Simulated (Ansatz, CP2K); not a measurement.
This is a calculation of KMgF3 for Ansatz 0.2.0. 

Contents of input.yaml:

```yaml
crystal:
  lattice:
    - [3.9859, 0.0, 0.0]
    - [0.0, 3.9859, 0.0]
    - [0.0, 0.0, 3.9859]
  atoms:
    - { symbol: K, position: [0.5, 0.5, 0.5] }
    - { symbol: Mg, position: [0.0, 0.0, 0.0] }
    - { symbol: F, position: [0.0, 0.0, 0.5] }
    - { symbol: F, position: [0.0, 0.5, 0.0] }
    - { symbol: F, position: [0.5, 0.0, 0.0] }
hamiltonian:
  xc: pbe
  pseudopotentials: { kind: paw }
kpoints:
  mp_grid: { grid: [7, 7, 7] }
scf:
  occupations: { method: gaussian, width: 0.02 }
output:
  forces: true
  stress: true
  eigenvalues: true
```

Potentials or basis: Ansatz PAW.

The run is started by

```console
$ ansatz run input.yaml --threads 2 --pin off --max-ram 5632MiB --backend cpu --events-out ev --progress --plain --runs-dir out
```

Q: What does the same run look like in CP2K 2026.2? Potentials or basis there: POTENTIAL_UZH K GTH-PBE-q9, Mg GTH-PBE-q10, F GTH-PBE-q7; TZVP-MOLOPT-PBE-GTH basis.

A: As run (cutoffs and basis follow the program's own potentials, and thresholds, step limits or extra output files can differ):

File kmgf3_scf.inp:

```
&GLOBAL
  PROJECT kmgf3_scf
  RUN_TYPE ENERGY_FORCE
  PRINT_LEVEL LOW
&END GLOBAL
&FORCE_EVAL
  METHOD QS
  STRESS_TENSOR ANALYTICAL
  &DFT
    BASIS_SET_FILE_NAME BASIS_MOLOPT_UZH
    POTENTIAL_FILE_NAME POTENTIAL_UZH
    &MGRID
      CUTOFF 1400
      REL_CUTOFF 60
      NGRIDS 5
    &END MGRID
    &QS
      METHOD GPW
      EPS_DEFAULT 1.0E-10
    &END QS
    &KPOINTS
      SCHEME MONKHORST-PACK 7 7 7
      GAMMA_CENTERED T
      SYMMETRY T
      SYMMETRY_BACKEND SPGLIB
    &END KPOINTS
    &SCF
      SCF_GUESS ATOMIC
      EPS_SCF 1.0E-6
      MAX_SCF 100
      ADDED_MOS 16
      CHOLESKY OFF
      EPS_EIGVAL 1.0E-7
      &DIAGONALIZATION ON
        ALGORITHM STANDARD
      &END DIAGONALIZATION
      &MIXING ON
        METHOD BROYDEN_MIXING
        ALPHA 0.4
        BETA 1.5
        NBUFFER 8
      &END MIXING
      &SMEAR ON
        METHOD GAUSSIAN
        SIGMA [eV] 0.02
      &END SMEAR
    &END SCF
    &XC
      &XC_FUNCTIONAL
        &GGA_X_PBE
        &END GGA_X_PBE
        &GGA_C_PBE
        &END GGA_C_PBE
      &END XC_FUNCTIONAL
    &END XC
    &PRINT
      &KPOINTS ON
      &END KPOINTS
      &MULLIKEN ON
      &END MULLIKEN
      &MO ON
        ENERGIES T
        OCCUPATION_NUMBERS T
        &EACH
          QS_SCF 0
        &END EACH
        ADD_LAST NUMERIC
      &END MO
      &E_DENSITY_CUBE ON
        STRIDE 2
      &END E_DENSITY_CUBE
      &V_HARTREE_CUBE ON
        STRIDE 2
      &END V_HARTREE_CUBE
      &ELF_CUBE ON
        STRIDE 2
      &END ELF_CUBE
    &END PRINT
  &END DFT
  &SUBSYS
    &CELL
      ABC 3.9859000000 3.9859000000 3.9859000000
      ALPHA_BETA_GAMMA 90.0000000000 90.0000000000 90.0000000000
      PERIODIC XYZ
    &END CELL
    &COORD
      SCALED
      K   0.5000000000 0.5000000000 0.5000000000
      Mg  0.0000000000 0.0000000000 0.0000000000
      F   0.0000000000 0.0000000000 0.5000000000
      F   0.0000000000 0.5000000000 0.0000000000
      F   0.5000000000 0.0000000000 0.0000000000
    &END COORD
    &KIND K
      BASIS_SET TZVP-MOLOPT-PBE-GTH-q9
      POTENTIAL GTH-PBE-q9
    &END KIND
    &KIND Mg
      BASIS_SET TZVP-MOLOPT-PBE-GTH-q10
      POTENTIAL GTH-PBE-q10
    &END KIND
    &KIND F
      BASIS_SET TZVP-MOLOPT-PBE-GTH-q7
      POTENTIAL GTH-PBE-q7
    &END KIND
    &PRINT
      &ATOMIC_COORDINATES ON
      &END ATOMIC_COORDINATES
      &CELL ON
      &END CELL
    &END PRINT
  &END SUBSYS
  &PRINT
    &FORCES ON
    &END FORCES
    &STRESS_TENSOR ON
    &END STRESS_TENSOR
  &END PRINT
&END FORCE_EVAL
```

Potentials or basis: POTENTIAL_UZH K GTH-PBE-q9, Mg GTH-PBE-q10, F GTH-PBE-q7; TZVP-MOLOPT-PBE-GTH basis.

Run with:

```console
$ OMP_NUM_THREADS=1 cp2k.psmp -i kmgf3_scf.inp -o kmgf3_scf.out
```

Both were run:

|  | Ansatz | CP2K |
| --- | --- | --- |
| Pressure | 3.8 GPa | 5.2 GPa |

Ansatz's pressure holds a Pulay term of +0.52 GPa for its cutoff of 420 eV, which the other run lacks.

Where Ansatz's input types no cutoff or centring, it takes its own default and a Γ-centred mesh.

Pressure is positive in compression.
